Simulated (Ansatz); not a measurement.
In, DFT, PBE, all-electron PAW with datasets made for the crystal, scalar-relativistic (Ansatz 0.2.0), run on 1 thread of Arm Neoverse V1 on a shared host.

The cell is COD entry 9017523, as deposited and not checked against the literature; nothing was relaxed. The listed cell was then made from it by scaling, straining or moving an atom.

Command: `ansatz run input.yaml --threads 1 --pin off --max-ram 3072MiB --backend cpu --events-out ev --progress --plain --runs-dir out`

```yaml
crystal:
  lattice:
    - [-1.6098885, 1.6098885, 2.47395]
    - [1.6098885, -1.6098885, 2.47395]
    - [1.6098885, 1.6098885, -2.47395]
  atoms:
    - { symbol: In, position: [0.0, 0.0, 0.0] }
kpoints:
  mp_grid: { grid: [12, 12, 14] }
scf:
  occupations: { method: fermi_dirac, width: 0.05 }
hamiltonian:
  xc: pbe
  pseudopotentials: { kind: all_electron, datasets: crystal }
output:
  forces: true
  stress: true
  eigenvalues: true
  efg: { contact_densities: true }
```

Question: How large is the problem that the program sets up?

Answer: 554 irreducible k-points, 263 plane waves at Γ, 11 bands.

Question: Estimate the wall time and the peak memory.

Answer: 35 s of wall time for 7 SCF iterations, with a peak of 0.59 GiB. Times on shared machines scatter by tens of per cent.

Question: And the same cell and mesh by PAW (frozen-core files), asked for forces, stress, eigenvalues, efg, write_density, write_potential, elf, on the same hardware?

Answer: 14 s, peak memory 0.45 GiB.
